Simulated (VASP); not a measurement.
A run of VASP 6.6.1:

INCAR

```
SYSTEM = Pb
PREC     = Accurate       ! precision mode
ENCUT    = 600            ! plane-wave cutoff, eV
EDIFF    = 1E-6           ! SCF threshold, eV
ISMEAR   = -1             ! smearing method
SIGMA    = 0.05           ! smearing width, eV
LREAL    = .False.        ! projectors in reciprocal space
LASPH    = .True.         ! aspherical terms in the spheres
NELM     = 60             ! most SCF steps
ALGO     = Fast           ! electronic algorithm
ISIF     = 3              ! what is computed and relaxed
LWAVE    = .False.        ! write WAVECAR
LCHARG   = .False.        ! write CHGCAR
GGA      = PE             ! functional
IVDW     = 12             ! dispersion correction
IBRION   = 2              ! ionic algorithm
NSW      = 60             ! ionic steps
EDIFFG   = -0.02          ! ionic threshold
```

KPOINTS

```
Automatic mesh
0
Gamma
  9 9 9
  0 0 0
```

The input POSCAR:

```
Pb
1.0
    0.0000000000      2.4750200000      2.4750200000
    2.4750200000      0.0000000000      2.4750200000
    2.4750200000      2.4750200000      0.0000000000
Pb
1
Direct
    0.0000000000      0.0000000000      0.0000000000
```

Potentials or basis: VASP PAW PBE potentials, release 64 (Pb_d).

The run is started by

```console
$ cat potpaw_PBE.64/Pb_d/POTCAR > POTCAR
$ mpirun -np 1 vasp_std > vasp.out
```

Hardware: 1 thread of Intel(R) Xeon(R) Platinum 8488C (Sapphire Rapids) (shared host).

**Question.** Estimate the wall time of this run.

**Answer.** It took 10 s on 1 thread of Intel(R) Xeon(R) Platinum 8488C (Sapphire Rapids) (shared host), peak memory 0.16 GiB. Counts: scf iterations 13, k points 35, ion steps 1.
